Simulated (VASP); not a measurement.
Write the native input for VASP 6.6.1 that does the following.

```yaml
Task: relaxation of cell and atoms
Functional: r2SCAN
Potentials_or_basis: VASP PAW PBE potentials, release 64 (Al, P)
Cutoff: 600 eV
k_mesh: 8 × 8 × 8
Occupations: gaussian, width 0.02 eV
Spin: no spin polarisation
Further_INCAR_settings: ALGO = Normal; EDIFF = 1e-07; IBRION = 2; EDIFFG = -0.005; NSW = 90; ISIF = 3
```

The structure of AlP lies in POSCAR:

```
AlP
1.0
    0.0000000000      2.7364837100      2.7364837100
    2.7364837100      0.0000000000      2.7364837100
    2.7364837100      2.7364837100      0.0000000000
Al P
1 1
Direct
    0.0000000000      0.0000000000      0.0000000000
    0.2500000000      0.2500000000      0.2500000000
```

The cell is a database's computed one.

These files were run (other wordings do the same):

INCAR

```
SYSTEM = AlP
PREC     = Accurate       ! precision mode
ENCUT    = 600            ! plane-wave cutoff, eV
EDIFF    = 1E-7           ! SCF threshold, eV
ISMEAR   = 0              ! smearing method
SIGMA    = 0.02           ! smearing width, eV
LREAL    = .FALSE.        ! projectors in reciprocal space
LASPH    = .TRUE.         ! aspherical terms in the spheres
NELM     = 60             ! most SCF steps
ALGO     = Normal         ! electronic algorithm
ISIF     = 3              ! what is computed and relaxed
LWAVE    = .FALSE.        ! write WAVECAR
LCHARG   = .FALSE.        ! write CHGCAR
METAGGA  = R2SCAN         ! meta-GGA
LMIXTAU  = .TRUE.       
IBRION   = 2              ! ionic algorithm
NSW      = 90             ! ionic steps
EDIFFG   = -0.005         ! ionic threshold
```

KPOINTS

```
Automatic mesh
0
G
  8 8 8
  0 0 0
```

Potentials or basis: VASP PAW PBE potentials, release 64 (Al, P).

Launch:

```bash
$ cat potpaw_PBE.64/Al/POTCAR potpaw_PBE.64/P/POTCAR > POTCAR
$ mpirun -np 1 vasp_std > vasp.out
```

Results of the run:

```yaml
Pressure_after_relaxing: 0.0 GPa
Band_gap_on_the_k_mesh: 1.92 eV, indirect (least direct gap 3.94 eV)
```

Caveat: the relaxation stopped at its first step, so nothing moved; the PAW data sets were made with another functional, which shifts forces and pressure a little.

It took 37 s on 1 thread of Intel(R) Xeon(R) Platinum 8488C (Sapphire Rapids), on a shared host, peak memory 0.18 GiB.
